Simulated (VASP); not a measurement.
BN, 2 atoms in the cell. Symmetry: R3m, No. 160, trigonal system. Conventional cell: a = 2.502 Å, b = 2.502 Å, c = 10.119 Å, α = 90.00°, β = 90.00°, γ = 120.00°. N (site symmetry 3m) has 3 B at 1.44 Å as nearest neighbours. Around B (site symmetry 3m) lie 3 N at 1.44 Å. The cell is a database's computed one.

* Program: VASP 6.6.1
* Task: band structure
* Functional: AM05
* Potentials or basis: VASP PAW PBE potentials, release 64 (N, B)
* Cutoff: 520 eV
* k mesh: 12 × 12 × 12
* Occupations: fermi-dirac, width 0.05 eV
* Spin: no spin polarisation
* Further INCAR settings: ALGO = Normal; EDIFF = 1e-06

Potentials or basis: VASP PAW PBE potentials, release 64 (N, B).

Command:

```bash
$ cat potpaw_PBE.64/N/POTCAR potpaw_PBE.64/B/POTCAR > POTCAR
$ cp INCAR.step1 INCAR
$ cp KPOINTS.step1 KPOINTS
$ mpirun -np 1 vasp_std > vasp.out
$ cp INCAR.step2 INCAR
$ cp KPOINTS.step2 KPOINTS
$ mpirun -np 1 vasp_std > vasp.out
```

Hardware: 1 thread of Intel(R) Xeon(R) Platinum 8488C (Sapphire Rapids), on a shared host.

Estimate the wall time of this run.

It took 38 s on 1 thread of Intel(R) Xeon(R) Platinum 8488C (Sapphire Rapids) (shared host), peak memory 0.16 GiB. Counts: scf iterations 6, k points 135.
